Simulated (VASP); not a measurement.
Wanted: the native input for a VASP 6.6.1 run.

```
Task                   : single point
Functional             : LDA
Potentials or basis    : VASP PAW LDA potentials, release 64 (K_sv, Br)
Cutoff                 : 520 eV
k mesh                 : 6 × 6 × 6
Occupations            : gaussian, width 0.05 eV
Spin                   : no spin polarisation
Dipole correction      : no
Further INCAR settings : ALGO = Normal; EDIFF = 1e-06; NBANDS = 15
```

The structure of KBr lies in POSCAR:

```
KBr
1.0
    4.0434990000      0.0000000000      0.0000000000
    0.0000000000      4.0434990000      0.0000000000
    0.0000000000      0.0000000000      4.0434990000
K Br
1 1
Direct
   -0.0524624921     -0.0524624921     -0.0741931678
    0.5000000000      0.5000000000      0.5000000000
```

The cell comes from a database or a generator and needn't be the stable form of this composition.

The cell isn't the ideal one: atom 1 (K) moved by (-0.300, -0.300) A along [1 1 0] and z.

One way to write it, as run:

INCAR

```
SYSTEM = KBr
ALGO     = Normal         ! electronic algorithm
EDIFF    = 1E-6           ! SCF threshold, eV
ENCUT    = 520            ! plane-wave cutoff, eV
ISIF     = 2              ! what is computed and relaxed
ISMEAR   = 0              ! smearing method
LASPH    = .True.         ! aspherical terms in the spheres
LCHARG   = .True.         ! write CHGCAR
LELF     = .True.         ! ELF
LREAL    = .False.        ! projectors in reciprocal space
LVHAR    = .True.       
LWAVE    = .False.        ! write WAVECAR
NBANDS   = 15             ! bands
NELM     = 60             ! most SCF steps
PREC     = Accurate       ! precision mode
SIGMA    = 0.05           ! smearing width, eV
```

KPOINTS

```
k-points
0
Gamma
  6 6 6
  0 0 0
```

Potentials or basis: VASP PAW LDA potentials, release 64 (K_sv, Br).

Launch:

```sh
$ cat potpaw_LDA.64/K_sv/POTCAR potpaw_LDA.64/Br/POTCAR > POTCAR
$ mpirun -np 1 vasp_std > vasp.out
```

It gave:

The pressure is -1.8 GPa and the largest force is 0.259 eV/Å. The band gap on the k mesh is 3.55 eV, indirect (least direct gap 3.79 eV).

Wall time 44 s on 1 thread of Intel(R) Xeon(R) Platinum 8488C (Sapphire Rapids) (shared host), peak memory 0.18 GiB.
